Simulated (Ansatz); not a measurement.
# The honeycomb BP bilayer (AB) under a gate, part 4 of 4

Wanted: Fermi level and gate voltage of the honeycomb BP bilayer (AB) as it is charged.

Ansatz 0.2.0; plane-wave DFT, PBE-D3(BJ), Ansatz PAW.

So far. Step 11 (Gated layer, added electrons -10×10¹³ per cm²): Against the uncharged case this takes -7.34 V.

### Step 13. The same run with other settings

This step: plane-wave DFT, PBE-D3(BJ), Ansatz PAW (Ansatz 0.2.0).

A run with a changed input: it repeats the earlier run at 1 × 10¹³ added electrons per cm² with scf.occupations.width from 0.02585 to 0.15, scf.mixing.algorithm to broyden and scf.mixing.beta to 0.2.

File input.yaml:

```yaml
crystal:
  lattice:
    - [3.2024038013, 0.0, 0.0]
    - [-1.6012019006, 2.7733630451, 0.0]
    - [0.0, 0.0, 36.7613829371]
  atoms:
    - { symbol: P, position: [0.6666666667, 0.3333333333, 0.4521183956] }
    - { symbol: B, position: [0.3333333333, 0.6666666667, 0.4515608139] }
    - { symbol: P, position: [0.0, 0.0, 0.5484391861] }
    - { symbol: B, position: [0.6666666667, 0.3333333333, 0.5480528774] }
  periodic: [true, true, false]
  symmetry: { detect: true }
total_charge: -0.008881
kpoints:
  mp_grid: { grid: [90, 90, 1] }
hamiltonian:
  xc: pbe
  dispersion: d3bj
scf:
  occupations: { method: fermi_dirac, width: 0.15 }
  convergence: { dr2_threshold: 1.0e-10 }
  mixing: { algorithm: broyden, beta: 0.2 }
output:
  forces: true
  eigenvalues: true
  write_potential: true
  write_density: true
  volumetric_format: npy
external_charges:
  - { charge: 0, barrier: 10, axis: 3, height: 23.661, sigma: 0.25 }
  - { charge: 0.008881, axis: 3, height: 25.161, sigma: 0.5 }
```

On the command line:

```
$ ansatz run input.yaml --threads 4 --pin off --max-ram 16384MiB --backend cpu --events-out ev --progress --plain --runs-dir out
```

Numbers of over 12 decimals in the logs are rounded to 6 here.

Log:

```text
band count auto-derived: 14 (N_el = 16.0; filled up to band 9; 13 by the electrons, moments and atoms)
[...]
Crystal: 4 atoms, lattice volume = 326.494 Å³
Basis set: ecut = 420 eV, 6459 PW (Γ), exchange–correlation on 48×48×500 points (8 copies of the dense FFT grid, shifted against one another)
Bands: 14, of which v1, the nominal top of the filled ones, is band 8 counted from 1 (7 counted from 0)
Symmetry: 6 space group operations
[...]
k-points: 721 of 8100 (time reversal used)
[...]
SCF iter   1: F=—  HF=-1825.725687 eV  |F-HF|=—  |Δ(HF+E_count)|=         —  Δρ=3.57e-2  dr2=4.89e0  ethr=3.10e-3  ⟨swp⟩=13.4  Hψ=123173  notcnv=0
[...]
SCF iter  16: F=-1824.090150 eV  HF=-1824.090150 eV  |F-HF|=3.31e-10  |Δ(HF+E_count)|=  2.56e-10  Δρ=1.03e-7  dr2=2.65e-11  ethr=1.00e-12  ⟨swp⟩=15.7  Hψ=100424  notcnv=0
SCF 1 converged in 16 iterations: F = -1824.090150 eV  dr2 = 2.65e-11
[...]
SCF converged after 16 iterations
Stability not checked: this state was not tested for a lower state beside it, because the mixer in use, unlike msr1, does not test its closes by its own steps (another_mixer; see scf.mixing.algorithm and scf.lower_state_search)
Free energy (F): -1824.090150 eV
[...]
Internal energy: -1824.081902 eV  (E = F + TS)
E sigma→0 (E₀):  -1824.086026 eV
Entropy (-TS):   -0.008247 eV (-2.062 meV/atom)
Fermi energy:    -4.223303 eV
[...]
--- Forces (eV/Å), atoms and charges each counted from 1 ---
  atom   1  P     -0.00000000    -0.00000000    -0.00009779
  atom   2  B      0.00000000    -0.00000000     0.00407959
  atom   3  P      0.00000000     0.00000000    -0.00694299
  atom   4  B     -0.00000000    -0.00000000    -0.00532066
  external charge   1     0.00000000     0.00000000     0.00908192
  external charge   2     0.00000000     0.00000000    -0.00080305
  max |Σ_I F_I| component, the external charges' with the atoms': 2.97e-6 eV/Å
--- Band table (eV; the first three rows and the last of 721) ---
  k-point 0: bands = [... 4 lower, -6.4897, -6.4897, -6.4180, -6.4180, -0.8810, -0.1774, -0.1774, -0.0765, ... 2 higher]
  k-point 1: bands = [... 4 lower, -6.5002, -6.4938, -6.4282, -6.4219, -0.8790, -0.1829, -0.1695, -0.0822, ... 2 higher]
  k-point 2: bands = [... 4 lower, -6.5315, -6.5060, -6.4584, -6.4333, -0.8730, -0.1989, -0.1457, -0.0969, ... 2 higher]
  k-point 720: bands = [... 4 lower, -11.1436, -11.0773, -5.1457, -4.8329, -3.9949, -3.5989, 1.3801, 1.6691, ... 2 higher]
```

Elapsed: 2.6 min, on 4 threads of Arm Neoverse V1, shared host; peak memory 3.2 GiB; 10 min of CPU time.

Numbers from this step:

| Quantity | Value |
| --- | --- |
| energy at zero smearing | -1824.0860 eV |
| potential beyond the upper barrier and gate, less the barrier, from the Fermi level | 3.907 eV |

```
                                                                                quantity  this run  earlier run  difference
potential beyond the upper barrier and gate, less the barrier, from the Fermi level (eV)     3.907        3.643        0.26
```

It moves by +0.264 eV.

### Step 14. A changed input

Another changed input: it repeats the earlier run at 1 × 10¹³ added electrons per cm² with scf.convergence.dr2_threshold from 1e-10 to 1e-08 and scf.mixing.preconditioner to ldos.

input.yaml: that of step 13 with these lines changed.

```diff
@@ -19,5 +19,5 @@
 scf:
-  occupations: { method: fermi_dirac, width: 0.15 }
-  convergence: { dr2_threshold: 1.0e-10 }
-  mixing: { algorithm: broyden, beta: 0.2 }
+  occupations: { method: fermi_dirac, width: 0.02585 }
+  convergence: { dr2_threshold: 1.0e-08 }
+  mixing: { preconditioner: ldos }
 output:
```

Log:

```text
[...]
Crystal: 4 atoms, lattice volume = 326.494 Å³
Basis set: ecut = 420 eV, 6459 PW (Γ), exchange–correlation on 48×48×500 points (8 copies of the dense FFT grid, shifted against one another)
Bands: 13, of which v1, the nominal top of the filled ones, is band 8 counted from 1 (7 counted from 0)
Symmetry: 6 space group operations
[...]
k-points: 721 of 8100 (time reversal used)
[...]
SCF iter   1: F=—  HF=-1825.720278 eV  |F-HF|=—  |Δ(HF+E_count)|=         —  Δρ=3.57e-2  dr2=4.89e0  ethr=3.10e-3  ⟨swp⟩=15.9  Hψ=128275  notcnv=0
[...]
SCF iter  10: F=-1824.086316 eV  HF=-1824.086316 eV  |F-HF|=4.79e-8  |Δ(HF+E_count)|=   3.64e-8  Δρ=1.81e-6  dr2=7.10e-9  ethr=6.25e-11  ⟨swp⟩=24.6  Hψ=148523  notcnv=0
SCF 1 converged in 10 iterations: F = -1824.086316 eV  dr2 = 7.10e-9
[...]
SCF converged after 10 iterations
Free energy (F): -1824.086316 eV
[...]
Internal energy: -1824.085909 eV  (E = F + TS)
E sigma→0 (E₀):  -1824.086112 eV
Entropy (-TS):   -0.000407 eV (-0.102 meV/atom)
Fermi energy:    -3.965031 eV
[...]
--- Forces (eV/Å), atoms and charges each counted from 1 ---
  atom   1  P      0.00000000    -0.00000000    -0.00055876
  atom   2  B     -0.00000000    -0.00000000     0.00474948
  atom   3  P      0.00000000    -0.00000000    -0.00655705
  atom   4  B      0.00000000    -0.00000000    -0.00591915
  external charge   1     0.00000000     0.00000000     0.00908472
  external charge   2     0.00000000     0.00000000    -0.00080305
  max |Σ_I F_I| component, the external charges' with the atoms': 3.82e-6 eV/Å
--- Band table (eV; the first three rows and the last of 721) ---
  k-point 0: bands = [... 4 lower, -6.4847, -6.4847, -6.4227, -6.4227, -0.8786, -0.1736, -0.1736, -0.0800, ... 1 higher]
  k-point 1: bands = [... 4 lower, -6.4952, -6.4888, -6.4329, -6.4265, -0.8766, -0.1793, -0.1657, -0.0854, ... 1 higher]
  k-point 2: bands = [... 4 lower, -6.5266, -6.5010, -6.4630, -6.4379, -0.8706, -0.1957, -0.1419, -0.0995, ... 1 higher]
  k-point 720: bands = [... 4 lower, -11.1376, -11.0830, -5.1430, -4.8372, -3.9890, -3.6024, 1.3826, 1.6650, ... 1 higher]
```

The job ended after 2.4 min (4 threads; peak memory 3 GiB; 9.4 min of CPU time).

This step gave:

* energy at zero smearing: -1824.0861 eV
* potential beyond the upper barrier and gate, less the barrier, from the Fermi level: 3.643 eV

```
                                                                                quantity  this run  earlier run  difference
potential beyond the upper barrier and gate, less the barrier, from the Fermi level (eV)     3.643        3.643           0
```

Nothing in the table moves by 0.01 in its unit. The run took 10 SCF cycles against 12.

### Step 15. What came out

| Property | Result |
| --- | --- |
| gap with uncharged gates | 0.740 eV |
| gate voltage at 10×10¹³ holes per cm² | -7.34 V |
| gate voltage at 10×10¹³ electrons per cm² | +7.38 V |
| total capacitance near 8×10¹³ holes per cm² | 2.27 µF/cm² |

**Reading.** Putting 10×10¹³ holes per cm² on the layer takes -7.34 V on the gate; how far the Fermi level moves against the bands is taken for single layers without spin and with an even electron count alone. Between the first holes and the first electrons the voltage runs over 2.17 V: the drop across the plates for that charge, plus the way of the Fermi level through the region of the 0.74 eV gap. The zero of the voltage lies where the smearing puts the uncharged Fermi level. Plates 5 Å apart would give 1.77 µF/cm² in vacuum; the computed total runs from 1.4 to 2.43 µF/cm². A value over that of the plates means that the screening charge has its centre outside the outer atoms; a low density of states works the other way. Few carriers sample few k-points, so the slopes at the lowest densities depend on the mesh and on the temperature. The gates are charged sheets behind model barriers, not atoms.

[Logs are printed without paths, hosts, clocks, repeated set-up lines and the standing remarks that a program may print on its own settings, such as how far it seeks lower states.]

[Hosts, paths, dates, database ids (printed as entryN), source tags and the programs' standing remarks are cut or masked in the printed files.]

[Maps of the electrostatic potential energy from Ansatz leave out the sawtooth potential of an applied field or a dipole correction, so their vacuum need not be flat; planar profiles and work functions include it.]
